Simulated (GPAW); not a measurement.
Input of a GPAW 26.7.0 run:

run.py

```python
from ase.dft.bandgap import bandgap
from ase.io import read, write
from ase.units import GPa
from gpaw import GPAW, PW, setup_paths

setup_paths.insert(0, '.')

atoms = read('SiC.xyz')

calc = GPAW(mode=PW(800),
            xc='PBEsol',
            kpts={'size': (10, 10, 10), 'gamma': True},
            occupations={'name': 'methfessel-paxton', 'order': 0, 'width': 0.1},
            nbands=11,
            convergence={'density': 1e-05, 'energy': 1e-05},
            maxiter=150,
            txt='gpaw.txt')
atoms.calc = calc
energy = atoms.get_potential_energy()
forces = atoms.get_forces()
stress = atoms.get_stress()
calc.write('gs.gpw')
write('result.traj', atoms)
print(f'Energy: {energy:.6f} eV')
print('Forces (eV/A):')
print(forces.round(4))
print('Stress (GPa):', (stress / GPa).round(3))
print('Fermi level:', round(calc.get_fermi_level(), 4), 'eV')
print(f'Gap: {bandgap(calc)[0]:.4f} eV, direct: {bandgap(calc, direct=True)[0]:.4f} eV')
```

Contents of SiC.xyz:

```xyz
2
Lattice="3.0815713500 0.0000000000 0.0000000000 1.5407856750 2.6687190727 0.0000000000 1.5407856750 0.8895730242 2.5160924712" Properties=species:S:1:pos:R:3 pbc="T T T"
Si     0.0000000000      0.0000000000      0.0000000000
C      4.6223570250      2.6687190727      1.8870693534
```

Potentials or basis: PAW data sets generated in the run's folder for this functional, pw.

Command:

```sh
$ gpaw-setup -f PBEsol C Si
$ OMP_NUM_THREADS=1 python run.py
```

(1) Predict the pressure.

(2) Predict the band gap on the k mesh.

Answers

(1) 1.0 GPa.

(2) 1.24 eV, indirect (least direct gap 4.45 eV).
